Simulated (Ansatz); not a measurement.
## All-electron card of Sr

```
Sr
1.0
     4.31000    0.00000    0.00000
    -2.15500    3.73257    0.00000
     0.00000    0.00000    7.05000
Sr
2
Direct
  0.33333 0.66667 0.25000
  0.66667 0.33333 0.75000
```

Atoms are numbered in the order listed.

The cell is COD entry 1540836, as deposited and not checked against the literature; nothing was relaxed.

Level of theory: DFT, PBE, all-electron LAPW, scalar-relativistic (Ansatz 0.2.0).

Settings: a Γ-centred 10×10×5 k mesh, Fermi–Dirac smearing of 0.08 eV, basis error target 1 meV/atom, no spin polarisation.

```json
{"Pressure at this cell": "-2.8 kbar", "Band gap": "none at this level of theory (metallic, semimetallic, or a small gap that the functional closes)", "Stress xx, yy, zz (compression positive)": "-0.32, -0.32, -0.20 GPa", "Density of states at the Fermi level (0.2 eV bin)": "1.57 states/eV per cell", "Volume per atom": "56.71 Å³"}
```
